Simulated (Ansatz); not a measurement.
Vanadium (omega (AlB2-type)) across density functionals

All rows: Ansatz, plane waves with scalar-relativistic PAW, 420 eV (500 eV for the SCAN forms), relaxed under each functional, no dispersion correction, no zero-point motion. B₀ comes from uniform scaling at fixed shape; a dash is a value not given.

```
functional  V (Å³/atom)                                    cell  B₀ (GPa)     magnetic state  ΔE to bcc (meV/atom)
       PBE        13.68  a = 4.453 Å, c = 2.390 Å (c/a = 0.537)       176  spin not included                   132
    PBEsol        13.16  a = 4.402 Å, c = 2.352 Å (c/a = 0.534)       190  spin not included                   137
       LDA        12.73  a = 4.367 Å, c = 2.312 Å (c/a = 0.529)       204  spin not included                   136
    revPBE        13.92  a = 4.476 Å, c = 2.407 Å (c/a = 0.538)       168  spin not included                   130
      RPBE        14.02  a = 4.485 Å, c = 2.414 Å (c/a = 0.538)       165  spin not included                   129
      BLYP        14.09  a = 4.509 Å, c = 2.401 Å (c/a = 0.532)       162  spin not included                   114
```

**Question.** What does r²SCAN give?

**Answer.** V (Å³/atom): 13.48; cell: a = 4.436 Å, c = 2.372 Å (c/a = 0.535); B₀ (GPa): 185; magnetic state: spin not included; ΔE to bcc (meV/atom): 113.
